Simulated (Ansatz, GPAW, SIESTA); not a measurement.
TiAl3: programs and potentials compared

```xyz
4
Lattice="3.9557 0.0000 0.0000 0.0000 3.9557 0.0000 0.0000 0.0000 3.9557" Properties=species:S:1:pos:R:3 pbc="T T T"
Ti   -0.0010   -0.0513    0.0186
Al    0.0044    2.0074    2.0149
Al    2.0141   -0.0415    2.0008
Al    1.9991    2.0013   -0.0044
```

The cell comes from a database or a generator and needn't be the stable form of this composition.

Atoms were shifted at random by some hundredths of an Å from the given cell, which wasn't relaxed again for these runs.

Alike in all runs: task single point; functional PBEsol; k mesh 7 × 7 × 7; occupations fermi-dirac, width 0.05 eV; no spin polarisation; no spin-orbit coupling. Pressure is positive in compression and, in plane waves, holds the error of the finite cutoff.

```csv
program and potentials,plane-wave cutoff (eV),notes,pressure (GPa),largest force (eV/Å),energy over the undisturbed cell (meV/atom)
"Ansatz, all-electron LAPW, scalar-relativistic",-,-,-0.28,0.699,-
"GPAW, PAW data sets generated for this functional",600,-,?,?,?
"SIESTA, files PseudoDojo sr-pbesol-0.4.1-standard, DZP (energy shift 0.003 Ry; two zetas on semicore shells)",-,atomic basis,0.26,0.746,13.17
```

**Question.** Estimate from the other rows what the run with GPAW, PAW data sets generated for this functional gave.

**Answer.** Pressure -0.09 GPa; largest force 0.708 eV/Å; energy over the undisturbed cell 12.50 meV/atom. The other rows, which needn't bracket it: pressure -0.28 to 0.26; largest force 0.699 to 0.746; energy over the undisturbed cell 13.17.
